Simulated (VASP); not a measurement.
# CaSe: relaxation with set parts of the cell free, by free to move

CaSe, P1 (no. 1), 8 atoms in the cell. PBE, constrained relaxation; PAW potentials Se, Ca_sv (PBE set).

| Free to move | Volume (Å³/atom) | Pressure in a fresh run at the final cell (GPa) | Pressure printed at the end of the relaxation (GPa) | Ionic steps, all stages | Electronic steps, all stages | Time (s) |
|---|---|---|---|---|---|---|
| atoms | 26.248 | 0.51 | 0.51 | 12 | 86 | 72 |
| atoms, shape and volume | 26.507 | 0.02 | 0.02 | 15 | 125 | 100 |
| atoms and shape at fixed volume | 26.248 | 0.50 | 0.50 | 13 | 97 | 77 |
| shape alone | 26.248 | 0.59 | 0.59 | 9 | 67 | 52 |
| shape and volume | 26.566 | 0.00 | 0.00 | 9 | 75 | 58 |
| volume alone | 26.570 | 0.00 | 0.01 | 7 | 62 | 44 |
| atoms and volume | 26.515 | 0.01 | 0.01 | 15 | 119 | 83 |
| atoms and the z components of the lattice | 26.408 | 0.21 | 0.21 | 16 | 117 | 78 |
| atoms and the x and y components of the lattice | 26.407 | 0.21 | 0.21 | 13 | 111 | 77 |
| atoms and the y and z components of the lattice | 26.429 | 0.17 | 0.17 | 16 | 126 | 84 |

Limits: the start was distorted on purpose (random strain, atoms moved at random), so the space group given is the start's and not the crystal's.

## Input of the first row

INCAR.step1:
```
SYSTEM = CaSe
ALGO = Normal
EDIFF = 1E-6
EDIFFG = -0.01
ENCUT = 350
IBRION = 2
ISIF = 2
ISMEAR = 0
ISYM = 0
KPAR = 4
LASPH = .True.
LCHARG = .False.
LREAL = .False.
LWAVE = .False.
NELM = 100
NSW = 80
POTIM = 0.5
PREC = Accurate
SIGMA = 0.05
```

INCAR.step3, as INCAR.step1 but for:
```
- EDIFFG = -0.01
- IBRION = 2
- NSW = 80
- POTIM = 0.5
+ NSW = 0
```

KPOINTS:
```
k-points
0
Gamma
  3 3 3
```

POSCAR.step1:
```
CaSe
1.0
    5.9324310000     -0.0142340000     -0.0061050000
   -0.0142340000      5.9655250000      0.0303730000
   -0.0061050000      0.0303730000      5.9335540000
Se Ca
4 4
Direct
    0.5050390000      0.0032450000      0.0006980000
    0.4921580000      0.5038990000      0.5016040000
   -0.0018560000      0.0013660000      0.5009650000
    0.0046370000      0.4970480000      0.0023880000
   -0.0034140000     -0.0044470000     -0.0056500000
    0.0070180000      0.4971360000      0.4958320000
    0.4962310000     -0.0051830000      0.4981800000
    0.5001860000      0.5069360000      0.0059820000
```

POSCAR.step3:
```
CaSe
1.0
    5.9324310000     -0.0142340000     -0.0061050000
   -0.0142340000      5.9655250000      0.0303730000
   -0.0061050000      0.0303730000      5.9335540000
Se Ca
4 4
Direct
    0.5001049433      0.0000974225      0.0000505987
    0.4999356429      0.5003408683      0.5002277028
    0.9997570513      0.9995867147      0.4997143691
    0.0002166339      0.5000388514      0.0000963944
    0.9999151964      0.0001553948      0.9995491915
    0.9999235703      0.4993930642      0.5000979701
    0.4998367700      0.0003567172      0.5000852441
    0.5003091919      0.5000309669      0.0001775292
```

Commands (each step's output is kept before the next begins):
```
cat potpaw_PBE.64/Se/POTCAR potpaw_PBE.64/Ca_sv/POTCAR > POTCAR
cp INCAR.step1 INCAR
cp POSCAR.step1 POSCAR
mpirun -np 4 vasp_std > vasp.out
cp CONTCAR POSCAR
mpirun -np 4 vasp_std > vasp.out
cp CONTCAR POSCAR
cp INCAR.step3 INCAR
cp POSCAR.step3 POSCAR
mpirun -np 4 vasp_std > vasp.out
```

Changes of the last row against the first:
```
- ISIF = 2
+ ISIF = 3
+ LATTICE_CONSTRAINTS = .FALSE. .TRUE. .TRUE.
```

VASP 6.6.1 took 72 s on 4 cores (Intel Xeon 6975P-C (Granite Rapids)), a shared host.
